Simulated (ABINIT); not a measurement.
MgO, 2 atoms in the cell. Symmetry: P-6m2, No. 187, hexagonal system. The conventional cell has a = 2.938 Å, b = 2.938 Å, c = 2.680 Å, α = 90.00°, β = 90.00°, γ = 120.00°. Mg (site symmetry -6m2) has 6 O at 2.16 Å as nearest neighbours. O (site symmetry -6m2) has 6 Mg at 2.16 Å as nearest neighbours. Measurements of this composition are mostly on another form, of space group No. 225.

* Program: ABINIT 10.8.3 (patched build)
* Task: band structure
* Functional: PBE
* Potentials or basis: PseudoDojo NC SR PBE v0.5 stringent
* Cutoff: 1252 eV
* k mesh: 10 × 10 × 10
* Occupations: fermi-dirac, width 0.05 eV
* Spin: no spin polarisation

Potentials or basis: PseudoDojo NC SR PBE v0.5 stringent.

The run is started by

```bash
$ abinit run.abi > log 2>&1
```

Hardware: 1 thread of Arm Neoverse V1, on a shared host.

Task: How long does it take, and how much memory?

Result: Wall time 76 s on 1 thread of Arm Neoverse V1 (shared host), peak memory 0.1 GiB. Counts: scf iterations 11, mpi ranks 1, k points 84, bands 12, plane waves 2049.
